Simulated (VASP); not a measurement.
# Te2Mo in VASP: settings compared, part 2 of 2

VASP 6.6.1. Earlier steps stand in the parts before.

## Step 3: Single point, PBEsol+U

INCAR

```
SYSTEM = Te2Mo
PREC = Accurate
ENCUT = 520
EDIFF = 1E-6
ISMEAR = -1
SIGMA = 0.05
LREAL = .False.
LASPH = .True.
NELM = 80
ALGO = Fast
ISIF = 2
LWAVE = .False.
LCHARG = .False.
LMAXMIX = 4
LDAU = .True.
LDAUTYPE = 2
LDAUL = -1 2
LDAUU = 0 2
LDAUJ = 0 0
LDAUPRINT = 1
GGA = PS
NBANDS = 64
```

KPOINTS

```
regular mesh
0
Gamma
  7 7 1
  0 0 0
```

POSCAR

```
Te2Mo
1.0
    3.5613831954      0.0000000000      0.0000000000
   -1.7806915977      3.0842483198      0.0000000000
    0.0000000000      0.0000000000     38.9902681400
Te Mo
8 4
Direct
    0.3333333333      0.6666666667      0.3282231700
    0.3333333333      0.6666666667      0.9518180900
    0.6666666667      0.3333333333      0.1400809200
    0.6666666667      0.3333333333      0.7636306700
    0.6666666667      0.3333333333      0.0481819100
    0.6666666667      0.3333333333      0.6717768300
    0.3333333333      0.6666666667      0.2363693300
    0.3333333333      0.6666666667      0.8599190800
    0.6666666667      0.3333333333      0.2823380000
    0.6666666667      0.3333333333      0.9058588400
    0.3333333333      0.6666666667      0.0941411600
    0.3333333333      0.6666666667      0.7176620000
```

Potentials or basis: VASP PAW PBE potentials, release 64 (Te, Mo_sv).

On the command line:

```bash
cat potpaw_PBE.64/Te/POTCAR potpaw_PBE.64/Mo_sv/POTCAR > POTCAR
mpirun -np 1 vasp_std > vasp.out
```

OUTCAR:

```text
SYSTEM = Te2Mo
   PREC = Accurate
   ENCUT = 520
   EDIFF = 1E-6
   ISMEAR = -1
   LREAL = .False.
   LASPH = .True.
   NELM = 80
   ISIF = 2
   GGA = PS

 ion  position               nearest neighbor table
   1  0.333  0.667  0.328-   9 2.73   9 2.73   9 2.73   7 3.58
   2  0.333  0.667  0.952-  10 2.73  10 2.73  10 2.73   8 3.58
   3  0.667  0.333  0.140-  11 2.73  11 2.73  11 2.73   5 3.58
   4  0.667  0.333  0.764-  12 2.73  12 2.73  12 2.73   6 3.58
   5  0.667  0.333  0.048-  11 2.73  11 2.73  11 2.73   3 3.58
   6  0.667  0.333  0.672-  12 2.73  12 2.73  12 2.73   4 3.58
   7  0.333  0.667  0.236-   9 2.73   9 2.73   9 2.73   1 3.58
   8  0.333  0.667  0.860-  10 2.73  10 2.73  10 2.73   2 3.58
   9  0.667  0.333  0.282-   1 2.73   1 2.73   1 2.73   7 2.73   7 2.73   7 2.73
  10  0.667  0.333  0.906-   8 2.73   8 2.73   8 2.73   2 2.73   2 2.73   2 2.73
  11  0.333  0.667  0.094-   3 2.73   3 2.73   3 2.73   5 2.73   5 2.73   5 2.73
  12  0.333  0.667  0.718-   6 2.73   6 2.73   6 2.73   4 2.73   4 2.73   4 2.73

  LATTYP: Found a hexagonal cell.
 ALAT       =     3.5613831954
 C/A-ratio  =    10.9480687701

  Lattice vectors:

 A1 = (   3.5613831954,   0.0000000000,   0.0000000000)
 A2 = (  -1.7806915977,   3.0842483198,   0.0000000000)
 A3 = (   0.0000000000,   0.0000000000,  38.9902681400)

Analysis of symmetry for initial positions (statically):
=====================================================================
 Subroutine PRICEL returns:
 Original cell was already a primitive cell.

 Routine SETGRP: Setting up the symmetry group for a
 hexagonal supercell.

 Subroutine GETGRP returns: Found 12 space group operations
 (whereof 12 operations were pure point group operations)
 out of a pool of 24 trial point group operations.

The static configuration has the point symmetry D_3d.

Analysis of symmetry for dynamics (positions and initial velocities):
[... 286 lines left out ...]
  o =  0.4063  v =  0.0000  0.0000  0.0000  0.0000  0.0000 -0.0095  0.0000 -0.0000 -1.0000  0.0000      0.0000  0.0000  0.0000  0.0000  0.0000  0.0000  0.0000  0.0000  0.0000  0.0000
  o =  0.4063  v = -0.0095  0.0000 -0.0000 -1.0000  0.0000  0.0000  0.0000  0.0000  0.0000  0.0000      0.0000  0.0000  0.0000  0.0000  0.0000  0.0000  0.0000  0.0000  0.0000  0.0000

 number of electron     104.0000004 magnetization

 Free energy of the ion-electron system (eV)
  ---------------------------------------------------
  ext. energy  EPLUGINS =         0.00000000
  ---------------------------------------------------
  free energy    TOTEN  =       -68.94853535 eV

  energy without entropy =      -68.94852916  energy(sigma->0) =      -68.94853225

 E-fermi :   4.5553     XC(G=0):  -7.8608

 val. band max:        4.0745146679   @ k =   0.0000   0.0000   0.0000
 cond. band min:       5.1564297900   @ k =   0.2857   0.1429   0.0000
 fundamental gap:      1.0819151221
 Fermi energy:         4.5553310515

 k-point     1 :       0.0000    0.0000    0.0000
  band No.  band energies     occupation
      1     -56.7866      2.00000
      2     -56.7866      2.00000
      3     -56.7841      2.00000
      4     -56.7841      2.00000
      5     -30.9456      2.00000
      6     -30.9456      2.00000
[... 525 lines left out ...]
     63       6.2930      0.00000
     64       6.3377      0.00000

------------------------ aborting loop because EDIFF is reached ----------------------------------------

  FORCE on cell =-STRESS in cart. coord.  units (eV):
  Direction    XX          YY          ZZ          XY          YZ          ZX
  --------------------------------------------------------------------------------------
  -------------------------------------------------------------------------------------
  Total       -5.2967792     -5.2967792     -1.6159002      0.0000000     -0.0000000     -0.0000000
  in kB      -19.8151874    -19.8151874     -6.0450633      0.0000000     -0.0000000     -0.0000000
  external PRESSURE =     -15.2251461 kB  Pullay stress =       0.0000000 kB

 VOLUME and BASIS-vectors are now :
 -----------------------------------------------------------------------------
  energy-cutoff  :      520.00
  volume of cell :      428.28
      direct lattice vectors                 reciprocal lattice vectors
     3.561383195  0.000000000  0.000000000     0.280789779  0.162114054  0.000000000
    -1.780691598  3.084248320  0.000000000     0.000000000  0.324228109  0.000000000
     0.000000000  0.000000000 38.990268140     0.000000000  0.000000000  0.025647426

 POSITION                                       TOTAL-FORCE (eV/Angst)
 -----------------------------------------------------------------------------------
     -0.00000      2.05617     12.79751         0.000000      0.000000     -0.047406
     -0.00000      2.05617     37.11164        -0.000000     -0.000000      0.003457
      1.78069      1.02808      5.46179        -0.000000      0.000000      0.012504
      1.78069      1.02808     29.77416        -0.000000     -0.000000      0.005741
      1.78069      1.02808      1.87863        -0.000000      0.000000     -0.003457
      1.78069      1.02808     26.19276        -0.000000      0.000000      0.047406
     -0.00000      2.05617      9.21610        -0.000000      0.000000     -0.005741
     -0.00000      2.05617     33.52848        -0.000000     -0.000000     -0.012504
      1.78069      1.02808     11.00843         0.000000     -0.000000     -0.013789
      1.78069      1.02808     35.31968        -0.000000      0.000000      0.008186
     -0.00000      2.05617      3.67059        -0.000000     -0.000000     -0.008186
     -0.00000      2.05617     27.98183        -0.000000      0.000000      0.013789
 -----------------------------------------------------------------------------------
    total drift:                                0.000000     -0.000000     -0.000000

  FREE ENERGIE OF THE ION-ELECTRON SYSTEM (eV)
  ---------------------------------------------------
  free  energy   TOTEN  =       -68.9485353470 eV

  energy  without entropy=      -68.9485291599  energy(sigma->0) =      -68.94853225
```

stdout:

```text
POSCAR found type information on POSCAR TeMo
 POSCAR found :  2 types and      12 ions
 scaLAPACK will be used
 -----------------------------------------------------------------------------
|                                                                             |
|                                                                             |
|     You enforced a specific xc type in the INCAR file but a different       |
|     I HOPE YOU KNOW WHAT YOU ARE DOING!                                     |
|                                                                             |
 -----------------------------------------------------------------------------

 LDA part: xc-table for (Slater+PW92), standard interpolation
 POSCAR, INCAR and KPOINTS ok, starting setup
 FFT: planning ... GRIDC
 FFT: planning ... GRID_SOFT
 FFT: planning ... GRID
 WAVECAR not read
 entering main loop
```

Run time: 11 min. Hardware: 1 thread of Intel Xeon Platinum 8259CL at 2.50GHz (Skylake/Cascade Lake), shared host; peak memory 0.59 GiB.

What came out:

* Free energy: -68.9485 eV
* Largest force: 0.047 eV/Å
* Band gap on the k mesh: 1.08 eV, indirect (least direct gap 1.29 eV)

Forces on the atoms (eV/Å):
```
Te   0.000  0.000 -0.047
Te   0.000  0.000  0.003
Te   0.000  0.000  0.013
Te   0.000  0.000  0.006
Te   0.000  0.000 -0.003
Te   0.000  0.000  0.047
Te   0.000  0.000 -0.006
Te   0.000  0.000 -0.013
Mo   0.000  0.000 -0.014
Mo   0.000  0.000  0.008
Mo   0.000  0.000 -0.008
Mo   0.000  0.000  0.014
```

Levels at points of the mesh, in eV from the valence-band top:
```csv
k point,band 50,band 51,band 52,band 53,band 54,band 55
"(0.00, 0.00, 0.00)",-0.28,-0.09,0.00,2.94,2.95,2.96
```

Eigenvalues of the final occupation matrices:
```tsv
site	spin	trace	eigenvalues
site 9 d	1	1.99	0.39 0.39 0.39 0.41 0.41
site 9 d	2	1.99	0.39 0.39 0.39 0.41 0.41
site 10 d	1	1.99	0.39 0.39 0.39 0.41 0.41
site 10 d	2	1.99	0.39 0.39 0.39 0.41 0.41
site 11 d	1	1.99	0.39 0.39 0.39 0.41 0.41
site 11 d	2	1.99	0.39 0.39 0.39 0.41 0.41
site 12 d	1	1.99	0.39 0.39 0.39 0.41 0.41
site 12 d	2	1.99	0.39 0.39 0.39 0.41 0.41
```

Caveat: the PAW data sets were made with another functional, which shifts forces and pressure a little; spin-orbit coupling is left out, which moves the levels of the heavy elements; the U is typed as a test and isn't derived for this compound.

## Step 4: Single point, PBEsol+U

Edit INCAR of step 3 so:

```diff
@@ -17,3 +17,3 @@
 LDAUL = -1 2
-LDAUU = 0 2
+LDAUU = 0 3
 LDAUJ = 0 0
```

KPOINTS is that of step 3.

POSCAR is that of step 3.

On the command line:

```bash
cat potpaw_PBE.64/Te/POTCAR potpaw_PBE.64/Mo_sv/POTCAR > POTCAR
mpirun -np 1 vasp_std > vasp.out
```

Run time: 11 min. Hardware: 1 thread of Intel Xeon Platinum 8259CL at 2.50GHz (Skylake/Cascade Lake), shared host; peak memory 0.58 GiB.

It converged, with:

| Item | Value |
| --- | --- |
| Free energy | -64.1650 eV |
| Largest force | 0.065 eV/Å |
| Band gap on the k mesh | 1.08 eV, indirect (least direct gap 1.29 eV) |

Forces in eV/Å, atoms in the order of the input:
```
Te   0.000  0.000  0.005
Te   0.000  0.000  0.056
Te   0.000  0.000  0.065
Te   0.000  0.000  0.058
Te   0.000  0.000 -0.056
Te   0.000  0.000 -0.005
Te   0.000  0.000 -0.058
Te   0.000  0.000 -0.065
Mo   0.000  0.000 -0.014
Mo   0.000  0.000  0.008
Mo   0.000  0.000 -0.008
Mo   0.000  0.000  0.014
```

Levels at points of the mesh, in eV from the valence-band top:
```tsv
k point	band 48	band 49	band 50	band 51	band 52	band 53	band 54	band 55	band 56	band 57
(0.00, 0.00, 0.00)	-0.98	-0.65	-0.28	-0.09	0.00	2.92	2.93	2.94	2.95	2.96
```

Eigenvalues of the final occupation matrices:
| site | spin | trace | eigenvalues |
| --- | --- | --- | --- |
| site 9 d | 1 | 1.98 | 0.39 0.39 0.39 0.40 0.40 |
| site 9 d | 2 | 1.98 | 0.39 0.39 0.39 0.40 0.40 |
| site 10 d | 1 | 1.97 | 0.39 0.39 0.39 0.40 0.40 |
| site 10 d | 2 | 1.97 | 0.39 0.39 0.39 0.40 0.40 |
| site 11 d | 1 | 1.97 | 0.39 0.39 0.39 0.40 0.40 |
| site 11 d | 2 | 1.97 | 0.39 0.39 0.39 0.40 0.40 |
| site 12 d | 1 | 1.98 | 0.39 0.39 0.39 0.40 0.40 |
| site 12 d | 2 | 1.98 | 0.39 0.39 0.39 0.40 0.40 |

Caveat: the PAW data sets were made with another functional, which shifts forces and pressure a little; spin-orbit coupling is left out, which moves the levels of the heavy elements; the U is typed as a test and isn't derived for this compound.

## Step 5: For comparison

An earlier run on the cell as given: functional PBE; potentials or basis VASP PAW PBE potentials, release 64 (Te, Mo_sv); cutoff 520 eV; k mesh 9 × 9 × 1; occupations fermi-dirac, width 0.05 eV; no spin polarisation.

- Largest force: 0.231 eV/Å
- Band gap on the k mesh: 0.99 eV, indirect (least direct gap 1.00 eV)

## Step 6: Summary

```tsv
level	U	k mesh	gap on the mesh (eV)	largest force (eV/Å)
PBEsol	-	7 × 7 × 1	1.09	0.15
PBEsol+U	Mo d U = 2 eV	7 × 7 × 1	1.08	0.05
PBEsol+U	Mo d U = 3 eV	7 × 7 × 1	1.08	0.06
PBE	-	9 × 9 × 1	0.99	0.23
```

Alike in all rows: task single point; potentials or basis VASP PAW PBE potentials, release 64 (Te, Mo_sv); no spin polarisation; cell as given; cutoff (eV) 520; smearing fermi-dirac 0.05 eV.

On the cell as given the gap runs from 0.99 eV (PBE) to 1.09 eV (PBEsol); the meshes differ, which moves gaps too.

Caveats: spin-orbit coupling is left out, which moves the levels of the heavy elements; the PAW data sets were made with another functional, which shifts forces and pressure a little (some runs); the U is typed as a test and isn't derived for this compound (some runs).

Total energies depend on the potentials used, so only differences within one code and one set of settings carry meaning.
